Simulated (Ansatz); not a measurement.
AlNi3, 4 atoms in the cell. Symmetry: Pm-3m, No. 221, cubic system. Conventional cell: a = 3.523 Å, b = 3.523 Å, c = 3.523 Å, α = 90.00°, β = 90.00°, γ = 90.00°. Around Ni (site symmetry 4/mmm) lie 8 Ni at 2.49 Å and 4 Al at 2.49 Å. Around Al (site symmetry m-3m) lie 12 Ni at 2.49 Å. The cell is a database's computed one.

```yaml
Program: Ansatz 0.2.0
Task: single point
Functional: PBE
Potentials_or_basis: Ansatz PAW
Cutoff: "420 eV (not typed: the program's choice for these potentials)"
k_mesh: 8 × 8 × 8
Occupations: gaussian, width 0.022 eV
Spin: collinear spin, ferromagnetic start
Starting_moments: "[1.0, 1.0, 1.0, 0.0] μB"
```

Potentials or basis: Ansatz PAW.

Launch:

```console
$ ansatz run input.yaml --threads 2 --pin off --max-ram 5632MiB --backend cpu --events-out ev --progress --plain --runs-dir out
```

Hardware: 2 threads of Intel(R) Xeon(R) 6975P-C (Granite Rapids), on a shared host.

Problem. How long does it take, and how much memory?

Solution. Wall time 4.1 s on 2 threads of Intel(R) Xeon(R) 6975P-C (Granite Rapids), with other jobs on the host, peak memory 0.47 GiB. Counts: scf iterations 13, plane waves 847, k points 35, bands 36.
